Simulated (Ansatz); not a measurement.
# MgTe in the wurtzite structure, explained

**The experiment.** The Crystallography Open Database holds a cell as deposited of hexagonal MgTe (space group P6_3mc), temperature not stated (1963): a, c = 4.520, 7.330 Å, 32.42 Å³/atom.

Level of theory: DFT, PBE, scalar-relativistic, no spin polarisation; plane waves to 420 eV with PAW datasets (Ansatz 0.2.0), Γ-centred 8×8×6 mesh, 0.05 eV Gaussian smearing. The datasets are Ansatz's generated set soft_2.

The start was a prototype's sites filled with these elements; the Crystallography Open Database holds the compound in this structure.

The relaxed structure (symmetry read at 0.01 Å). It takes space group P6_3mc (No. 186, hexagonal). Conventional cell: a = 4.608 Å, b = 4.608 Å, c = 7.501 Å, α = 90.00°, β = 90.00°, γ = 120.00°. Around Mg (site symmetry 3m) lie 4 Te at 2.82 Å. Te (site symmetry 3m) is surrounded by 4 Mg at 2.82 Å. (Shells end 15 % past the nearest neighbour.)

Results at this level of theory:

| Quantity | Value |
| --- | --- |
| Volume | 34.48 Å³/atom |
| Band gap | 2.37 eV |
| Smallest direct gap | 2.37 eV |
| Bader charges | Mg 1.54; Te -1.54 e |
| Formation energy from the elements (0 K, uncorrected) | -0.88 eV/atom |
| Bulk modulus (Birch–Murnaghan) | 34 GPa |
| Pressure derivative B0′ | 4.2 |
| Shear modulus (Hill) | 12.1 GPa |
| Young's modulus | 32 GPa |
| Poisson's ratio | 0.34 |
| Elastically stable | yes |

Formal charges Mg²⁺, Te²⁻ balance and leave closed shells on every ion, so a band insulator is expected, and the gap is 2.37 eV.

It is direct, 2.37 eV. Within 0.6 eV of the edges the projected states are 100 % Te 5p at the top of the valence band and 65 % Mg 3s at the bottom of the conduction band. Crossing the gap moves an electron from the anion's filled p shell to the metal's empty orbitals, as in polar semiconductors.

Shannon's ionic radii give a check on the bond lengths: Mg²⁺ with 4 neighbours 0.57 Å + Te²⁻ 2.21 Å (six-fold value) = 2.78 Å against a computed mean of 2.82 Å. Sums and bonds agree within 3 %, so ion sizes set the bond lengths.

Question: How ionic is it?

Answer: Bader charges against formal ones: Mg +1.54 (+2), Te −1.54 (−2). The cations give up 77 % of the formal charge; Bader charges stay under formal ones because the anions' density reaches into the cations' basins.

Question: How stiff is it, in energy terms?

Answer: B0·V0 = 33.9 GPa × 34.48 Å³ = 7.30 eV/atom sets the scale: near the minimum ΔE ≈ ½ B0 V0 x², with x = V/V0 − 1, and a pressure of 0.3 GPa squeezes the volume by about 1 %. At the ends of the curve: x = −5.5 % predicts 11.0 meV/atom and the run gives 12.2; x = +10.0 % predicts 36.5 meV/atom and the run gives 30.9. The curve is steeper than the parabola on the compressed side and flatter on the expanded side: the bulk modulus rises with pressure.

Question: Which Debye temperature follows from the elastic moduli?

Answer: K = 34 GPa and G = 12.1 GPa (Hill). With a density of 3.657 g/cm³ (mean mass 76.0 u, 34.48 Å³/atom), K = 33.9 and G = 12.06 GPa from the unrounded constants, v_l = √((K + 4G/3)/ρ) = 3700 m/s and v_t = √(G/ρ) = 1820 m/s. The mean [(1/v_l³ + 2/v_t³)/3]^(−1/3) is 2040 m/s, and θ_D = (ħ/k_B)(6π²/V)^(1/3) v_m ≈ 190 K, with V the volume an atom.

**Against experiment.** PBE gives 4.608, 7.501 Å and 34.48 Å³/atom, +6.4 % in volume (+2.1 % in length) from the database's cell. PBE usually overestimates volumes, but by less than this. The static lattice also lacks zero-point motion and thermal expansion, roughly 1.1 to 2.7 % in volume at 300 K (room temperature assumed) by Grüneisen's rule, γ·3k_BT/(B0·V0) with γ of 1 to 2.5, so its own overestimate is larger than the figure. The database's entry may also be off.

Semilocal functionals underestimate band gaps, commonly by a third or more. Spin–orbit coupling, which matters for such heavy elements, is left out.
